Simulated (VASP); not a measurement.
# NiO2: single point with r2SCAN+U

Crystal: NiO2.

```
Ni O
1.0
     2.79878    0.00000    0.00000
    -1.39939    2.42382    0.00000
     0.00000    0.00000    4.61827
Ni O
1 2
Cartesian
  0.0000 0.0000 2.3091
  0.0000 1.6159 1.3576
  1.3994 0.8079 3.2607
```

The cell comes from a database or a generator and needn't be the stable form of this composition.

```yaml
Program: VASP 6.6.1
Task: single point
Functional: r2SCAN
Potentials_or_basis: VASP PAW PBE potentials, release 64 (Ni, O)
Cutoff: 520 eV
k_mesh: 11 × 11 × 6
Occupations: fermi-dirac, width 0.025 eV
Spin: collinear spin, typed start
Starting_moments: "[1.0, 0.0, 0.0] μB"
Hubbard_terms: Ni d U = 4.0 eV
Dipole_correction: no
Further_INCAR_settings: ALGO = Normal; EDIFF = 1e-06; NBANDS = 22
```

```yaml
Pressure: -8.8 GPa
Largest_force: 0.551 eV/Å
Band_gap_on_the_k_mesh: 1.47 eV, indirect (least direct gap 1.73 eV)
Net_moment: 0.00 μB per cell
Valence_electrons_inside_the_program's_atomic_spheres: Ni 9.56; O 4.94
```

Forces in eV/Å, atoms in the order of the input:
```
Ni   0.000  0.000  0.000
O    0.000  0.000  0.551
O    0.000  0.000 -0.551
```

Stress tensor (GPa, compression positive):
```
-10.44   0.00   0.00
  0.00 -10.44   0.00
  0.00   0.00  -5.63
```

Levels at points of the mesh, in eV from the valence-band top:
Spin up:
```
           k point  band 9  band 10  band 11  band 12  band 13  band 14
(0.00, 0.00, 0.00)   -0.53    -0.53    -0.20     2.77     2.77     8.97
(0.00, 0.00, 0.50)   -0.75    -0.57    -0.57     2.81     2.81    11.20
```
Spin down:
```tsv
k point	band 8	band 9	band 10	band 11	band 12	band 13	band 14	band 15
(0.00, 0.00, 0.00)	-1.28	-0.53	-0.53	-0.20	2.77	2.77	8.97	12.57
(0.00, 0.00, 0.50)	-1.51	-0.75	-0.57	-0.57	2.81	2.81	11.20	11.24
```

Eigenvalues of the final occupation matrices:
| site | spin | trace | eigenvalues |
| --- | --- | --- | --- |
| site 1 d | 1 | 4.14 | 0.59 0.59 0.99 0.99 0.99 |
| site 1 d | 2 | 4.14 | 0.59 0.59 0.99 0.99 0.99 |

Run time: 6.8 min on 1 thread of AMD EPYC 7R13 Processor (Zen 3) (shared host), peak memory 0.21 GiB.

Caveat: the PAW data sets were made with another functional, which shifts forces and pressure a little; an odd mesh through Γ misses points on the zone boundary, where band edges often lie. The state reached can hang on the start; a lower one may exist.
